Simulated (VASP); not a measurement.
# TiB2 (P6/mmm) in VASP: notebook

Runs on TiB2. Level: PBE. Tasks: single point, relaxation of cell and atoms.

Everything below comes from runs of VASP 6.6.1. Logs are shortened: lines on timing, memory, paths and dates and some standing lists are left out, and cuts for length are marked.

## Step 1: Starting point

The structure is hexagonal, space group P6/mmm (No. 191). Conventional cell: a = 3.032 Å, b = 3.032 Å, c = 3.223 Å, α = 90.00°, β = 90.00°, γ = 120.00°. Around Ti (site symmetry 6/mmm) lie 12 B at 2.38 Å. B (site symmetry -6m2) is surrounded by 3 B at 1.75 Å.

## Step 2: Single point, PBE (the relaxed cell repeated 3 times)

The input, INCAR:

```
SYSTEM = TiB2
ALGO = Fast
EDIFF = 1E-6
ENCUT = 520
GGA = PE
ISIF = 2
ISMEAR = 0
LASPH = .TRUE.
LCHARG = .FALSE.
LREAL = .FALSE.
LWAVE = .FALSE.
NBANDS = 37
NELM = 100
PREC = Accurate
SIGMA = 0.15
```

The input, KPOINTS:

```
k-points
0
G
  15 15 4
  0 0 0
```

The input, POSCAR:

```
TiB2
1.0
   -1.5160209380     -2.6258252899      0.0000000000
    1.5160209380     -2.6258252899      0.0000000000
    0.0000000000      0.0000000000      9.6702647790
Ti B
3 6
Direct
    0.0000000000      0.0000000000      0.0000000000
    0.0000000000      0.0000000000      0.3333333333
    0.0000000000      0.0000000000      0.6666666667
    0.6666666667      0.6666666667      0.1666666667
    0.6666666667      0.6666666667      0.5000000000
    0.6666666667      0.6666666667      0.8333333333
    0.3333333333      0.3333333333      0.1666666667
    0.3333333333      0.3333333333      0.5000000000
    0.3333333333      0.3333333333      0.8333333333
```

Potentials or basis: VASP PAW PBE potentials, release 64 (Ti_sv, B).

The run is started by

```console
> cat potpaw_PBE.64/Ti_sv/POTCAR potpaw_PBE.64/B/POTCAR > POTCAR
> mpirun -np 1 vasp_std > vasp.out
```

OUTCAR:

```text
SYSTEM = TiB2
   EDIFF = 1E-6
   ENCUT = 520
   GGA = PE
   ISIF = 2
   ISMEAR = 0
   LASPH = .TRUE.
   LREAL = .FALSE.
   NELM = 100
   PREC = Accurate

 ion  position               nearest neighbor table
   1  0.000  0.000  0.000-   4 2.38   6 2.38   7 2.38   9 2.38   4 2.38   6 2.38   4 2.38   6 2.38
                             7 2.38   9 2.38   7 2.38   9 2.38
   2  0.000  0.000  0.333-   4 2.38   7 2.38   4 2.38   4 2.38   7 2.38   7 2.38   5 2.38   8 2.38
                             5 2.38   8 2.38   5 2.38   8 2.38
   3  0.000  0.000  0.667-   6 2.38   9 2.38   6 2.38   6 2.38   9 2.38   9 2.38   8 2.38   5 2.38
                             8 2.38   5 2.38   8 2.38   5 2.38
   4  0.667  0.667  0.167-   7 1.75   7 1.75   7 1.75   2 2.38   2 2.38   2 2.38   1 2.38   1 2.38
                             1 2.38
   5  0.667  0.667  0.500-   8 1.75   8 1.75   8 1.75   3 2.38   2 2.38   2 2.38   3 2.38   2 2.38
                             3 2.38
   6  0.667  0.667  0.833-   9 1.75   9 1.75   9 1.75   3 2.38   3 2.38   3 2.38   1 2.38   1 2.38
                             1 2.38
   7  0.333  0.333  0.167-   4 1.75   4 1.75   4 1.75   2 2.38   2 2.38   2 2.38   1 2.38   1 2.38
                             1 2.38
   8  0.333  0.333  0.500-   5 1.75   5 1.75   5 1.75   3 2.38   2 2.38   3 2.38   2 2.38   3 2.38
                             2 2.38
   9  0.333  0.333  0.833-   6 1.75   6 1.75   6 1.75   3 2.38   3 2.38   3 2.38   1 2.38   1 2.38
                             1 2.38

  LATTYP: Found a hexagonal cell.
 ALAT       =     3.0320418760
 C/A-ratio  =     3.1893572631

  Lattice vectors:

 A1 = (  -1.5160209380,   2.6258252899,   0.0000000000)
 A2 = (  -1.5160209380,  -2.6258252899,   0.0000000000)
 A3 = (   0.0000000000,   0.0000000000,   9.6702647790)

Analysis of symmetry for initial positions (statically):
=====================================================================
 Subroutine PRICEL returns following result:

  LATTYP: Found a hexagonal cell.
 ALAT       =     3.0320418760
 C/A-ratio  =     1.0631190876

  Lattice vectors:

 A1 = (  -1.5160209380,   2.6258252899,   0.0000000000)
 A2 = (  -1.5160209380,  -2.6258252899,   0.0000000000)
 A3 = (   0.0000000000,   0.0000000000,   3.2234215927)

   3 primitive cells build up your supercell.

 Routine SETGRP: Setting up the symmetry group for a
 hexagonal supercell.

 Subroutine GETGRP returns: Found 24 space group operations
 (whereof 24 operations were pure point group operations)
 out of a pool of 24 trial point group operations.

The static configuration has the point symmetry D_6h.

Analysis of symmetry for dynamics (positions and initial velocities):
=====================================================================
 Subroutine PRICEL returns following result:

  LATTYP: Found a hexagonal cell.
 ALAT       =     3.0320418760
 C/A-ratio  =     1.0631190876

  Lattice vectors:

 A1 = (  -1.5160209380,   2.6258252899,   0.0000000000)
 A2 = (  -1.5160209380,  -2.6258252899,   0.0000000000)
 A3 = (   0.0000000000,   0.0000000000,   3.2234215927)

   3 primitive cells build up your supercell.

 Routine SETGRP: Setting up the symmetry group for a
 hexagonal supercell.

 Subroutine GETGRP returns: Found 24 space group operations
 (whereof 24 operations were pure point group operations)
 out of a pool of 24 trial point group operations.

The dynamic configuration has the point symmetry D_6h.

 Subroutine INISYM returns: Found 24 space group operations
 (whereof 24 operations are pure point group operations),
 and found     3 'primitive' translations

----------------------------------------------------------------------------------------

                                     Primitive cell

  volume of cell :      25.6636

  direct lattice vectors                    reciprocal lattice vectors
    -1.516020938  2.625825290  0.000000000    -0.329810748  0.190416324  0.000000000
    -1.516020938 -2.625825290  0.000000000    -0.329810748 -0.190416324  0.000000000
     0.000000000  0.000000000  3.223421593     0.000000000  0.000000000  0.310229355

  length of vectors
     3.032041876  3.032041876  3.223421593     0.380832649  0.380832649  0.310229355

  position of ions in fractional coordinates (direct lattice)
     0.000000000  0.000000000  0.000000000
     0.333333333  0.666666667  0.500000000
     0.666666667  0.333333333  0.500000000

  ion indices of the primitive-cell ions
   primitive index   ion index
                 1           1
                 2           4
                 3           7

----------------------------------------------------------------------------------------

 KPOINTS: k-points

Automatic generation of k-mesh.
 Grid dimensions read from file:
 generate k-points for:   15   15    4

 Generating k-lattice:

  Cartesian coordinates                     Fractional coordinates (reciprocal lattice)
    -0.021987383 -0.012694422  0.000000000     0.066666667  0.000000000  0.000000000
     0.021987383 -0.012694422  0.000000000     0.000000000  0.066666667  0.000000000
     0.000000000  0.000000000  0.025852446     0.000000000  0.000000000  0.250000000

  Length of vectors
     0.025388843  0.025388843  0.025852446

  Shift w.r.t. Gamma in fractional coordinates (k-lattice)
     0.000000000  0.000000000  0.000000000

 Subroutine IBZKPT returns following result:
 ===========================================

 Found     81 irreducible k-points:

 Following reciprocal coordinates:
            Coordinates               Weight
  0.000000  0.000000  0.000000      1.000000
  0.066667 -0.000000  0.000000      6.000000
  0.133333 -0.000000  0.000000      6.000000
  0.200000 -0.000000  0.000000      6.000000
  0.266667 -0.000000  0.000000      6.000000
  0.333333 -0.000000  0.000000      6.000000
[... 16 lines left out ...]
 -0.466667  0.200000  0.000000     12.000000
 -0.400000  0.200000  0.000000      6.000000
 [... further k-points ...]
   k-points           NKPTS =     81   k-points in BZ     NKDIM =     81   number of bands    NBANDS=     37
   number of dos      NEDOS =    301   number of ions     NIONS =      9
   total plane-waves  NPLWV =  41472
   dimension x,y,z NGX =    24 NGY =   24 NGZ =   72
   dimension x,y,z NGXF=    48 NGYF=   48 NGZF=  144
   ions per type =               3   6
   NGX,Y,Z   is equivalent  to a cutoff of  13.16, 13.16, 12.38 a.u.
   NGXF,Y,Z  is equivalent  to a cutoff of  26.32, 26.32, 24.76 a.u.
 SYSTEM =  TiB2
   PREC   = accura    normal or accurate (medium, high low for compatibility)
   ISTART =      0    job   : 0-new  1-cont  2-samecut
   ICHARG =      2    charge: 1-file 2-atom 10-const
   ISPIN  =      1    spin polarized calculation?
   LNONCOLLINEAR =      F non collinear calculations
   LSORBIT =      F    spin-orbit coupling
   LASPH  =      T    aspherical Exc in radial PAW
   ENCUT  =  520.0 eV  38.22 Ry    6.18 a.u.   5.64  5.64 17.98*2*pi/ulx,y,z
   NELM   =    100;   NELMIN=  2; NELMDL= -5     # of ELM steps
   EDIFF  = 0.1E-05   stopping-criterion for ELM
   LREAL  =      F    real-space projection
   EDIFFG = 0.1E-04   stopping-criterion for IOM
   NSW    =      0    number of steps for IOM
   IBRION =     -1    ionic relax: 0-MD 1-quasi-New 2-CG
   NFREE  =      0    steps in history (QN), initial steepest desc. (CG)
   ISIF   =      2    stress and relaxation
   ISYM   =      2    0-nonsym 1-usesym 2-fastsym
   POTIM  = 0.5000    time-step for ionic-motion
   TEBEG  =    0.0;   TEEND  =   0.0 temperature during run
   PSTRESS=    0.0 pullay stress
   NELECT =      54.0000    total number of electrons
   NUPDOWN=      -1.0000    fix difference up-down
   EMIN   =  10.00;   EMAX   =-10.00  energy-range for DOS
   EFERMI =   0.00;   METHOD = LEGACY
   ISMEAR =     0;   SIGMA  =   0.15  broadening in eV -4-tet -1-fermi 0-gaus
   EFERMI_NEDOS =   21; number of points for ismear=-14 and -15
   IALGO  =     68    algorithm
   IMIX   =      4    mixing-type and parameters
     AMIX     =   0.40;   BMIX     =  1.00
     AMIX_MAG =   1.60;   BMIX_MAG =  1.00
  volume/ion in A,a.u.               =       8.55        57.73
  Fermi-wavevector in a.u.,A,eV,Ry     =   1.454542  2.748686 28.785746  2.115693
  Thomas-Fermi vector in A             =   2.571681
   LORBIT       =      0    0 simple, 1 ext, 2 COOP (PROOUT), +10 PAW based schemes
   GGA     = PE    functional components
   LHFCALC =     F    Hartree Fock is set to
   AEXX    =    0.0000 exact exchange contribution
   IVDW    =     0    specifies the selected vdW correction
   LEPSILON=     F    determine dielectric tensor
   LRPA    =     F    only Hartree local field effects (RPA)
 non-spin polarized calculation
 RMM-DIIS sequential band-by-band and
 Gauss-broadening in eV      SIGMA  =   0.15
  energy-cutoff  :      520.00
  volume of cell :       76.99
 maximum number of plane-waves:      2123
   NGX = 11   NGY = 11   NGZ = 35

 number of electron      54.0000003 magnetization

 Free energy of the ion-electron system (eV)
  ---------------------------------------------------
  ext. energy  EPLUGINS =         0.00000000
  ---------------------------------------------------
  free energy    TOTEN  =       -73.29323458 eV

  energy without entropy =      -73.27951326  energy(sigma->0) =      -73.28637392

 E-fermi :  10.0199     XC(G=0): -12.7676

 val. band max:       10.0164830657   @ k =   0.0667  -0.0000   0.2500
 cond. band min:      10.0348522570   @ k =   0.1333   0.0667   0.0000
 fundamental gap:      0.0183691913
 Fermi energy:        10.0199422437

 k-point     1 :       0.0000    0.0000    0.0000
  band No.  band energies     occupation
      1     -46.9584      2.00000
      2     -46.9473      2.00000
      3     -46.9473      2.00000
      4     -23.4612      2.00000
      5     -23.4612      2.00000
      6     -23.3096      2.00000
[... 29 lines left out ...]
     36      15.7785      0.00000
     37      16.1475      0.00000

 k-point     2 :       0.0667   -0.0000    0.0000
  band No.  band energies     occupation
      1     -46.9561      2.00000
      2     -46.9450      2.00000
      3     -46.9450      2.00000
      4     -23.4574      2.00000
      5     -23.4574      2.00000
      6     -23.3066      2.00000
[... 29 lines left out ...]
     36      11.8910      0.00000
     37      13.4573      0.00000

 k-point     3 :       0.1333   -0.0000    0.0000
  band No.  band energies     occupation
      1     -46.9495      2.00000
      2     -46.9385      2.00000
      3     -46.9385      2.00000
      4     -23.4468      2.00000
      5     -23.4468      2.00000
      6     -23.2983      2.00000
[... 29 lines left out ...]
     36      12.4666      0.00000
     37      12.7012      0.00000

 k-point     4 :       0.2000   -0.0000    0.0000
  band No.  band energies     occupation
      1     -46.9399      2.00000
      2     -46.9289      2.00000
      3     -46.9289      2.00000
      4     -23.4312      2.00000
      5     -23.4312      2.00000
      6     -23.2860      2.00000
[... 29 lines left out ...]
     36      12.9296      0.00000
     37      13.0832      0.00000
[... 683 lines left out ...]
      1     -46.9076      2.00000
      2     -46.8970      2.00000
      3     -46.8970      2.00000
      4     -23.3789      2.00000
      5     -23.3789      2.00000
      6     -23.3189      2.00000
[... 29 lines left out ...]
     36      13.4716      0.00000
     37      15.9799      0.00000

 k-point    23 :      -0.4667    0.2000    0.0000
  band No.  band energies     occupation
      1     -46.9023      2.00000
      2     -46.8917      2.00000
      3     -46.8917      2.00000
      4     -23.3702      2.00000
      5     -23.3702      2.00000
      6     -23.3419      2.00000
[... 29 lines left out ...]
     36      13.5322      0.00000
     37      15.4988      0.00000

 k-point    24 :      -0.4000    0.2000    0.0000
  band No.  band energies     occupation
      1     -46.9004      2.00000
      2     -46.8899      2.00000
      3     -46.8899      2.00000
      4     -23.3670      2.00000
      5     -23.3670      2.00000
      6     -23.3496      2.00000
[... 29 lines left out ...]
     36      13.5232      0.00000
     37      15.2113      0.00000

 [... further k-points ...]

------------------------ aborting loop because EDIFF is reached ----------------------------------------

  FORCE on cell =-STRESS in cart. coord.  units (eV):
  Direction    XX          YY          ZZ          XY          YZ          ZX
  --------------------------------------------------------------------------------------
  -------------------------------------------------------------------------------------
  Total        0.1060263      0.1060263      0.1163193      0.0000000      0.0000000      0.0000000
  in kB        2.2064025      2.2064025      2.4205992      0.0000000      0.0000000      0.0000000
  external PRESSURE =       2.2778014 kB  Pullay stress =       0.0000000 kB

 VOLUME and BASIS-vectors are now :
 -----------------------------------------------------------------------------
  energy-cutoff  :      520.00
  volume of cell :       76.99
      direct lattice vectors                 reciprocal lattice vectors
    -1.516020938 -2.625825290  0.000000000    -0.329810748 -0.190416324  0.000000000
     1.516020938 -2.625825290  0.000000000     0.329810748 -0.190416324  0.000000000
     0.000000000  0.000000000  9.670264779     0.000000000  0.000000000  0.103409785

 POSITION                                       TOTAL-FORCE (eV/Angst)
 -----------------------------------------------------------------------------------
      0.00000      0.00000      0.00000        -0.000000     -0.000000      0.000000
      0.00000      0.00000      3.22342        -0.000000     -0.000000      0.000000
      0.00000      0.00000      6.44684        -0.000000     -0.000000     -0.000000
      0.00000     -3.50110      1.61171        -0.000000      0.000000      0.000000
      0.00000     -3.50110      4.83513        -0.000000      0.000000      0.000000
      0.00000     -3.50110      8.05855        -0.000000      0.000000      0.000000
      0.00000     -1.75055      1.61171         0.000000     -0.000000      0.000000
      0.00000     -1.75055      4.83513         0.000000     -0.000000      0.000000
      0.00000     -1.75055      8.05855         0.000000     -0.000000     -0.000000
 -----------------------------------------------------------------------------------
    total drift:                               -0.000000      0.000000      0.000000

  FREE ENERGIE OF THE ION-ELECTRON SYSTEM (eV)
  ---------------------------------------------------
  free  energy   TOTEN  =       -73.2932345834 eV

  energy  without entropy=      -73.2795132639  energy(sigma->0) =      -73.28637392
```

Run time: 10 min. Hardware: 1 thread of Intel Xeon Platinum 8488C (Sapphire Rapids), shared host; peak memory 0.31 GiB.

What came out:

```
Free energy            : -73.2932 eV
Pressure               : 0.2 GPa
Band gap on the k mesh : none (metal or under the smearing width)
```

Levels at points of the mesh, in eV from the Fermi level:
```
           k point  band 25  band 26  band 27  band 28  band 29  band 30
(0.00, 0.00, 0.00)    -1.52     0.15     0.15     0.15     0.15     1.02
(0.00, 0.00, 0.50)    -0.39    -0.39    -0.22    -0.22     0.41     0.41
```

(Part 1 of 2 ends here.)
